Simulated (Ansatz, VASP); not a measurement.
Two plane-wave programs on Si

Contents of INCAR:

```
SYSTEM = Si
  AGGAC = 1.0
  AGGAX = 1.0
  ALDAC = 0.0
  ALDAX = 1.0
  ALGO = Normal
  EDIFF = 1E-6
  ENCUT = 520
  GGA = B5
  ISIF = 2
  ISMEAR = -1
  LASPH = .TRUE.
  LCHARG = .TRUE.
  LELF = .TRUE.
  LREAL = .FALSE.
  LVHAR = .TRUE.
  LWAVE = .FALSE.
  NBANDS = 11
  NELM = 80
  PREC = Accurate
  SIGMA = 0.1
```

File KPOINTS:

```
k-points
0
G
  15 15 7
  0 0 0
```

The input POSCAR:

```
Si
1.0
    2.8332500391      0.0000000000      0.0000000000
   -1.4166250196      2.4536665092      0.0000000000
    0.0000000000      0.0000000000      5.3381914297
Si
2
Direct
    0.3333333333      0.6666666667      0.2500000000
    0.6666666667      0.3333333333      0.7500000000
```

Input for Ansatz:

```yaml
crystal:
  lattice:
    - [2.8332500391, 0.0, 0.0]
    - [-1.4166250196, 2.4536665092, 0.0]
    - [0.0, 0.0, 5.3381914297]
  atoms:
    - { symbol: Si, position: [0.3333333333, 0.6666666667, 0.25] }
    - { symbol: Si, position: [0.6666666667, 0.3333333333, 0.75] }
hamiltonian:
  xc: blyp
  pseudopotentials:
    kind: paw
    azcp:
      Si: "pseudopotentials/Si.paw.azcp"
basis:
  ecutwfc: 420
  fft_grid_basis: typed
kpoints:
  mp_grid: { grid: [15, 15, 7], shift: [0, 0, 0] }
magnetization:
  spin_polarized: false
scf:
  occupations: { method: fermi_dirac, width: 0.1 }
  lower_state_search: "off"
output:
  stress: true
  write_density: true
  write_potential: true
  elf: true
  volumetric_format: npy
```

Alike in both runs: task single point; functional BLYP; k mesh 15 × 15 × 7; occupations fermi-dirac, width 0.1 eV; no spin polarisation.

```csv
,VASP,Ansatz
version,VASP 6.6.1,Ansatz 0.2.0
potentials or method,"VASP PAW PBE potentials, release 64 (Si)","plane waves (420 eV) with PAW, scalar-relativistic"
plane-wave cutoff (eV),520,420
valence electrons in the cell,8,8
```

VASP gave:

| Quantity | Value |
| --- | --- |
| pressure (GPa) | -4.6 |
| largest component of the traceless stress (GPa) | 0.33 |

Question: Which values does Ansatz return?

Answer: Pressure (GPa): -4.8; largest component of the traceless stress (GPa): 0.27.

With one functional, cell and mesh, what is left measures potentials, basis and numerics.

Caveats: the PAW data sets were made with another functional, which shifts forces and pressure a little (VASP).
